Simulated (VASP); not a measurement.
Crystal: LiH.

```xyz
2
Lattice="0.0000 1.9860 1.9860 1.9860 0.0000 1.9860 1.9860 1.9860 0.0000" Properties=species:S:1:pos:R:3 pbc="T T T"
Li    0.0000    0.0000    0.0000
H     1.9860    1.9860    1.9860
```

Base run:

- Program: VASP 6.6.1
- Functional: r2SCAN
- Potentials or basis: VASP PAW PBE potentials, release 64 (Li_sv, H)
- Cutoff: 520 eV
- k mesh: 12 × 12 × 12
- Occupations: gaussian, width 0.03 eV
- Spin: no spin polarisation

Its results: band gap on the k mesh 3.57 eV, direct.

**Question.** The run is repeated on the same cell with these changes: functional from r2SCAN to LDA; potentials or basis from VASP PAW PBE potentials, release 64 (Li_sv, H) to VASP PAW LDA potentials, release 64 (Li_sv, H). What comes out?

**Answer.** Band gap on the k mesh 2.58 eV, direct.
